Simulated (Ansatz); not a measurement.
# GaSb (F-43m) in Ansatz: equation of state

How stiff is GaSb in PBE, and what volume does it want? The cell is scaled to several volumes.

Everything below comes from runs of Ansatz 0.2.0. Logs are shortened: lines on timing, memory, paths and dates and some standing lists are left out, and cuts for length are marked.

## Step 1: The structure

The structure is cubic, space group F-43m (No. 216). Conventional cell: a = 6.118 Å, b = 6.118 Å, c = 6.118 Å, α = 90.00°, β = 90.00°, γ = 90.00°. Sb (site symmetry -43m) is surrounded by 4 Ga at 2.65 Å. Ga (site symmetry -43m) has 4 Sb at 2.65 Å as nearest neighbours.

## Step 2: Equation of state, PBE

Potentials or basis: all-electron LAPW, scalar-relativistic.

This step only gathers the single runs of the series.

What came out:

```yaml
Equilibrium_volume: 30.01 Å³/atom
Bulk_modulus: 44 GPa
Pressure_derivative_of_the_bulk_modulus: "4.7 (rough: it moves with the points fitted)"
```

Energy against volume, from the lowest point:
| volume (Å³/atom) | energy (meV/atom) |
| --- | --- |
| 26.907 | 54.21 |
| 27.480 | 34.51 |
| 28.052 | 19.77 |
| 28.625 | 9.41 |
| 29.197 | 2.94 |
| 29.770 | 0.00 |
| 30.342 | 0.26 |
